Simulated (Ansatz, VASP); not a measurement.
# Au: VASP beside Ansatz

```xyz
1
Lattice="0.0000 2.0243 2.0243 2.0243 0.0000 2.0243 2.0243 2.0243 0.0000" Properties=species:S:1:pos:R:3 pbc="T T T"
Au    0.0000    0.0000    0.0000
```

Alike in both runs: functional LDA; k mesh 18 × 18 × 18; occupations gaussian, width 0.1 eV; no spin polarisation.

Ansatz relaxed the structure, and its values are those at the end. VASP's run is a single point on that final structure, the one shown.

```csv
,VASP,Ansatz
version,VASP 6.6.1,Ansatz 0.2.0
potentials or method,"VASP PAW LDA potentials, release 64 (Au)","scalar-relativistic, plane waves, PAW"
plane-wave cutoff (eV),520,420
valence electrons in the cell,11,19
```

```csv
,VASP,Ansatz,Ansatz less VASP
gap on the k mesh at the Fermi level (eV),none,none,-
pressure (GPa),0.5,0.0,-0.51
```

A gap of «none» marks a metal or a gap that the smearing closes. The two sets of potentials don't hold the same shells in valence.

The runs have no spin-orbit coupling, so splittings on Au are missing.
